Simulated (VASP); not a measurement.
## TiO2 (Rutile): single point with PBEsol

TiO2 (Rutile):

```
Ti O
1.0
     4.59220    0.00000    0.00000
     0.00000    4.59220    0.00000
     0.00000    0.00000    2.95740
Ti O
2 4
Direct
  0.00000 0.00000 0.00000
  0.50000 0.50000 0.50000
  0.30496 0.30496 0.00000
  0.19504 0.80496 0.50000
  0.69504 0.69504 0.00000
  0.80496 0.19504 0.50000
```

```yaml
Program: VASP 6.6.1
Task: single point
Functional: PBEsol
Potentials_or_basis: VASP PAW PBE potentials, release 64 (Ti_sv, O)
Cutoff: 520 eV
k_mesh: 5 × 5 × 8
Occupations: fermi-dirac, width 0.02 eV
Spin: no spin polarisation
Further_INCAR_settings: ALGO = Normal; EDIFF = 1e-06
```

```json
{
 "Pressure": "-1.0 GPa",
 "Largest force": "0.056 eV/Å",
 "Band gap on the k mesh": "1.84 eV, direct"
}
```

Forces in eV/Å, atoms in the order of the input:
```
Ti   0.000  0.000  0.000
Ti   0.000  0.000  0.000
O   -0.039 -0.039  0.000
O    0.039 -0.039  0.000
O    0.039  0.039  0.000
O   -0.039  0.039  0.000
```

Stress tensor (GPa, compression positive):
```
-0.47  0.00  0.00
 0.00 -0.47  0.00
 0.00  0.00 -2.19
```

Levels at points of the mesh, in eV from the valence-band top:
| k point | band 21 | band 22 | band 23 | band 24 | band 25 | band 26 | band 27 | band 28 |
| --- | --- | --- | --- | --- | --- | --- | --- | --- |
| (0.00, 0.00, 0.00) | -0.70 | -0.45 | -0.45 | 0.00 | 1.84 | 2.13 | 2.38 | 2.47 |
| (0.00, 0.00, 0.50) | -2.42 | -2.42 | -1.44 | -1.44 | 2.96 | 2.96 | 3.15 | 3.15 |

It took 14 s on 4 MPI ranks on Intel(R) Xeon(R) Platinum 8488C (Sapphire Rapids), on a shared host, peak memory 0.19 GiB a rank.

The gap isn't set beside the measured one, since this odd mesh misses points on the zone boundary.

Caveat: the PAW data sets were made with another functional, which shifts forces and pressure a little; an odd mesh through Γ misses points on the zone boundary, where band edges often lie.
